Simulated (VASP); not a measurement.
Write the native input for VASP 6.6.1 that does the following.

* Task: single point
* Functional: LDA
* Potentials or basis: VASP PAW LDA potentials, release 64 (Os)
* Cutoff: 520 eV
* k mesh: 18 × 18 × 18
* Occupations: gaussian, width 0.1 eV
* Spin: no spin polarisation
* Dipole correction: no
* Further INCAR settings: ALGO = Fast; EDIFF = 1e-06; NBANDS = 10

The structure of Os lies in POSCAR:

```
Os
1.0
    0.0000000000      1.9011516653      1.9011516653
    1.9011516653      0.0000000000      1.9011516653
    1.9011516653      1.9011516653      0.0000000000
Os
1
Direct
    0.0000000000      0.0000000000      0.0000000000
```

This isn't the form of Os at room conditions, which is hcp.

These files were run (other wordings do the same):

INCAR

```
  PREC = Accurate
  ENCUT = 520
  EDIFF = 1E-6
  ISMEAR = 0
  SIGMA = 0.1
  LREAL = F
  LASPH = T
  NELM = 60
  ALGO = Fast
  ISIF = 2
  LWAVE = F
  LCHARG = F
  NBANDS = 10
```

KPOINTS

```
Automatic mesh
0
Gamma
  18 18 18
```

Potentials or basis: VASP PAW LDA potentials, release 64 (Os).

Launch:

```sh
$ cat potpaw_LDA.64/Os/POTCAR > POTCAR
$ mpirun -np 1 vasp_std > vasp.out
```

Results of the run:

The pressure is 1.0 GPa. The band gap on the k mesh is none (metal or under the smearing width).

It took 8.8 s on 1 thread of Intel(R) Xeon(R) 6975P-C (Granite Rapids), with other jobs on the host, peak memory 0.14 GiB.
